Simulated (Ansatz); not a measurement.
## A worked fit of the energy against the vacuum, with one run withheld: a (100) slab of InN (cut from a parent of space group no. 186; 12 atoms in the cell)

```yaml
crystal:
  lattice:
    - [3.52230, 0.00000, 0.00000]
    - [0.00000, 5.67150, 0.00000]
    - [0.00000, 0.00000, 37.11760]
  atoms:
    - { symbol: In, position: [0.25000, 0.00000, 0.40412] }
    - { symbol: In, position: [0.75000, 0.50000, 0.43151] }
    - { symbol: N, position: [0.25000, 0.37900, 0.40412] }
    - { symbol: N, position: [0.75000, 0.87900, 0.43151] }
    - { symbol: In, position: [0.75000, 0.00000, 0.48630] }
    - { symbol: In, position: [0.25000, 0.50000, 0.51370] }
    - { symbol: N, position: [0.75000, 0.37900, 0.48630] }
    - { symbol: N, position: [0.25000, 0.87900, 0.51370] }
    - { symbol: In, position: [0.25000, 0.00000, 0.56849] }
    - { symbol: In, position: [0.75000, 0.50000, 0.59588] }
    - { symbol: N, position: [0.25000, 0.37900, 0.56849] }
    - { symbol: N, position: [0.75000, 0.87900, 0.59588] }
```

Method of the run: PBE (plane waves, PAW; Ansatz, a program for electronic structure).

Base settings: basis.ecutwfc = 420 eV; kpoints.mp_grid.grid = 5 3 1; hamiltonian.xc = pbe; hamiltonian.pseudopotentials = {kind: paw} (the program's default PAW files); scf.occupations.method = fermi_dirac; scf.occupations.width = 0.05 eV.

The last step of the ladder, which sets the zero, is vacuum between outermost atoms (Å) = 30.0.

The starting cell has typed, rounded lattice constants, without a prior relaxation at this level. The slab is cut from that crystal, and its faces are unrelaxed. Its lattice was rescaled by up to half a per cent. Spin polarisation is off, though cut faces can carry moments; the slab shows no gap. Forces in the cell shown exceed 1 eV/Å. Without a gap this mesh is coarse (it stands for a supercell whose shortest in-plane vector is 17 Å).

The differences are negative here: closer images bind.

An empirical form: the interaction of two facing surfaces decays exponentially with the gap, by the tails of the wave functions or, on ionic faces, by the in-plane pattern of charges: ln|ΔF| = a + b·d. One k-point is taken across the vacuum.

| vacuum (Å) | size of F less the last step's (meV/atom) | ln of it |
|---|---|---|
| 3.0 | 72.82 | 4.288 |
| 4.0 | ? | ? |
| 5.0 | 5.80 | 1.758 |
| 6.0 | 1.73 | 0.548 |
| 7.0 | 0.57 | -0.562 |

**Question.** Fit the line to the 4 rows given and predict the withheld one.

**Answer.** Means: x̄ = 5.2500, ȳ = 1.5080. Σ(x − x̄)(y − ȳ) = -10.66 and Σ(x − x̄)² = 8.750, so b = -1.218 and a = ȳ − b·x̄ = 7.9025; the decay length is 0.82 Å. The largest residual of the fitted rows is 0.061. At x = 4.0 the line gives 3.030, that is 20.7 meV/atom. The run gave 21.00 meV/atom, a miss of 0.30 meV/atom (1 %). The table is a window of a longer ladder. The rows were chosen because the form fits them, the withheld one included, so this shows the method and is no test of the form.

Left out of this page: 7 runs of the series outside the window shown, repeating another row's setting, or not comparable.

Keys are those of Ansatz 0.2.
